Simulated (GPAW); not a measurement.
CdS (Hawleyite): equation of state with PBEsol+D3

Crystal: CdS (Hawleyite).

```
CELL_PARAMETERS angstrom
0.00000 2.91650 2.91650
2.91650 0.00000 2.91650
2.91650 2.91650 0.00000
ATOMIC_POSITIONS crystal
Cd 0.00000 0.00000 0.00000
S 0.75000 0.75000 0.75000
```

```yaml
Program: GPAW 26.7.0
Task: equation of state
Functional: PBEsol
Dispersion: D3
Potentials_or_basis: PAW data sets generated in the run's folder for this functional
Cutoff: 600 eV
Basis: pw
k_mesh: 6 × 6 × 6
Occupations: fermi-dirac, width 0.05 eV
Spin: no spin polarisation
Maxiter: 150
Eos_scales: "[0.94, 0.96, 0.98, 1.0, 1.02, 1.04, 1.06]"
```

- Equilibrium volume: 23.98 Å³/atom
- Bulk modulus: 68 GPa
- Pressure derivative of the bulk modulus: 4.8

Energy against volume, from the lowest point:
```csv
volume (Å³/atom),energy (meV/atom)
23.319,3.81
23.815,0.00
24.312,0.72
24.808,5.49
25.304,13.88
25.800,25.43
26.296,39.79
```

Run time: 51 s on 1 thread of Arm Neoverse V2 (shared host), peak memory 0.26 GiB.
